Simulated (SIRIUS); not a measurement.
This SIRIUS 7.12.0 run on I needs a look.

The input sirius.json:

```json
{
  "control": {
    "processing_unit": "cpu",
    "verbosity": 2,
    "num_bands_to_print": 16,
    "print_forces": true,
    "print_stress": true
  },
  "parameters": {
    "electronic_structure_method": "pseudopotential",
    "xc_functionals": ["XC_LDA_X", "XC_LDA_C_PW"],
    "gk_cutoff": 8.8,
    "pw_cutoff": 17.6,
    "ngridk": [5, 5, 5],
    "shiftk": [0, 0, 0],
    "smearing": "fermi-dirac",
    "smearing_width": 0.0009187331,
    "num_bands": 16,
    "num_mag_dims": 0,
    "num_dft_iter": 75,
    "energy_tol": 1e-08,
    "density_tol": 1e-06
  },
  "iterative_solver": {
    "type": "davidson",
    "min_tolerance": 1e-10
  },
  "mixer": {
    "type": "anderson",
    "beta": 0.7,
    "max_history": 8
  },
  "settings": {
    "tol_ne": 1e-10
  },
  "unit_cell": {
    "lattice_vectors": [
      [0.0, 4.470336957185, 7.388527041307],
      [4.142743530015, 0.0, 7.388527041307],
      [4.142743530015, 4.470336957185, 0.0]
    ],
    "atom_coordinate_units": "lattice",
    "atom_types": ["I"],
    "atom_files": {
      "I": "I.upf"
    },
    "atoms": {
      "I": [
        [0.0, 0.0, 0.0]
      ]
    }
  }
}
```

Potentials or basis: PseudoDojo 0.4 PBEsol stringent (scalar relativistic).

Launch:

```sh
$ OMP_NUM_THREADS=1 sirius.scf --input=sirius.json --output=out.json --task=0
```

Output:

```text
get_smearing_t(): wrong label of the smearing_t enumerator: fermi-dirac
--------------------------------------------------------------------------
MPI_ABORT was invoked on rank 0 in communicator MPI_COMM_WORLD
  Errorcode: -1

NOTE: invoking MPI_ABORT causes Open MPI to kill all MPI processes.
You may or may not see output from other processes, depending on
exactly when Open MPI kills them.
--------------------------------------------------------------------------
```

Problem. Diagnose the run.

Solution. The program refused the input. The input holds a flaw that was put in on purpose: unknown smearing (parameters.smearing = fermi-dirac).
